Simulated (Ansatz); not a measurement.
Property card for Sr

These are results of DFT PBE, scalar-relativistic, plane waves, PAW (Ansatz 0.2.0), not measurements.

Plane waves to 420 eV, a k mesh through Γ of 12×12×12 on the computed 1-atom cell and Gaussian smearing (0.10 eV); no spin polarisation.

The structure is relaxed at this level of theory with its symmetry kept.

```xyz
1
Lattice="0.0000 3.0128 3.0128 3.0128 0.0000 3.0128 3.0128 3.0128 0.0000" Properties=species:S:1:pos:R:3 pbc="T T T"
Sr    0.0000    0.0000    0.0000
```

Formation energy from the elements' standard states (uncorrected)?

+0.002 eV/atom.

Density of states at the Fermi level?

0.51 states/eV per cell.

Bulk modulus?

11.6 GPa.

Its pressure derivative?

4.0.

Bader charges (e)?

Sr (1 in the cell) 0.00.